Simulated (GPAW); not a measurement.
Ag:

```
Ag
1.0
     0.00000    2.04275    2.04275
     2.04275    0.00000    2.04275
     2.04275    2.04275    0.00000
Ag
1
Direct
  0.00000 0.00000 0.00000
```

```yaml
Program: GPAW 26.7.0
Task: single point
Functional: PBEsol
Potentials_or_basis: PAW data sets generated in the run's folder for this functional
Cutoff: 600 eV
Basis: pw
k_mesh: 11 × 11 × 11
Occupations: fermi-dirac, width 0.05 eV
Spin: no spin polarisation
```

On this cell: pressure -2.9 GPa; band gap on the k mesh none (metal or under the smearing width).

The same run follows on a disturbed copy (cell strained at random at fixed volume):

```xyz
1
Lattice="-0.0062 2.0386 2.0672 2.0150 0.0469 2.0140 2.0856 2.0561 -0.0237" Properties=species:S:1:pos:R:3 pbc="T T T"
Ag    0.0358   -0.0156    0.0623
```

Q: What changes?

A: The energy (extrapolated to zero smearing) moves by +6.1 meV/atom; pressure -2.5 GPa; band gap on the k mesh none (metal or under the smearing width).

Stress tensor (GPa, compression positive):
```
-2.28 -1.71  1.40
-1.71 -2.53 -0.77
 1.40 -0.77 -2.57
```
